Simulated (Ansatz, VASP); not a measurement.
# ZnS in VASP and in Ansatz

```
CELL_PARAMETERS angstrom
0.00000 2.66548 2.66548
2.66548 0.00000 2.66548
2.66548 2.66548 0.00000
ATOMIC_POSITIONS crystal
Zn 0.75000 0.75000 0.75000
S 0.00000 0.00000 0.00000
```

Change from the starting cell: volume scaled by 0.96.

Alike in both runs: task single point; functional LDA; k mesh 9 × 9 × 9; occupations fermi-dirac, width 0.05 eV; no spin polarisation.

|  | VASP | Ansatz |
| --- | --- | --- |
| version | VASP 6.6.1 | Ansatz 0.2.0 |
| potentials or method | VASP PAW LDA potentials, release 64 (Zn, S), cutoff 520 eV | all-electron LAPW, scalar-relativistic |

Ansatz gave:

- gap on the k mesh at the Fermi level (eV): 2.04
- least direct gap on the mesh (eV): 2.04
- pressure (GPa): -1.6

Question: Which values does VASP return?

Answer: gap on the k mesh at the Fermi level (eV): 2.07; least direct gap on the mesh (eV): 2.07; pressure (GPa): -1.4.

Ansatz ran all-electron here, so the differences hold the error of VASP's frozen core and of both bases.
